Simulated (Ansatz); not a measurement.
Input of an Ansatz 0.2.0 run:

Contents of input.yaml:

```yaml
crystal:
  lattice:
    - [0.0, 2.702, 2.702]
    - [2.702, 0.0, 2.702]
    - [2.702, 2.702, 0.0]
  atoms:
    - { symbol: Zn, position: [0.75, 0.75, 0.75] }
    - { symbol: S, position: [0.0, 0.0, 0.0] }
hamiltonian:
  xc: lda
  pseudopotentials: { kind: paw }
kpoints:
  mp_grid: { grid: [9, 9, 9] }
  band_path:
    path:
      - [[0.0, 0.0, 0.0], [0.5, 0.0, 0.5], [0.5, 0.25, 0.75], [0.375, 0.375, 0.75], [0.0, 0.0, 0.0], [0.5, 0.5, 0.5], [0.625, 0.25, 0.625], [0.5, 0.25, 0.75], [0.5, 0.5, 0.5], [0.375, 0.375, 0.75]]
      - [[0.625, 0.25, 0.625], [0.5, 0.0, 0.5]]
    npoints: 14
scf:
  occupations: { method: fermi_dirac, width: 0.05 }
  n_extra_bands: 6
output:
  forces: true
  stress: true
  eigenvalues: true
  fatbands: false
  write_density: true
  write_potential: true
  elf: true
  volumetric_format: npy
```

Potentials or basis: Ansatz PAW.

Command:

```bash
$ ansatz run input.yaml --threads 2 --pin off --max-ram 5632MiB --backend cpu --events-out ev --progress --plain --runs-dir out
```

(1) Estimate the band gap along the path.

(2) Predict the pressure.

(3) What does it give for the band gap on the k mesh?

Results:

(1) 1.86 eV, direct.

(2) -4.6 GPa.

(3) 1.86 eV, direct.

Caveat: the PAW data sets come from PBE, with cores solved anew for the run's functional, which leaves a small shift of forces and pressure.

**The experiment to reproduce.**

From “Electronic, vibrational, and thermodynamic properties of ZnS (zincblende and rocksalt structure)”, 2009, arxiv:0911.5022, for a bulk crystal of ZnS at 19 K: band gap 3.85 eV (direct).

Against the measured gap of ZnS, 3.85 eV (direct; 19 K; quoted in “Electronic, vibrational, and thermodynamic properties of ZnS (zincblende and rocksalt structure)”, 2009, arxiv:0911.5022), the calculated 1.86 eV is off by -1.99 eV. So large a miss can be the level of theory's own, or it may mean another phase, state or a wrong row. The value is that of LDA, without temperature or zero-point motion. Semilocal functionals fall short of measured gaps as a rule.
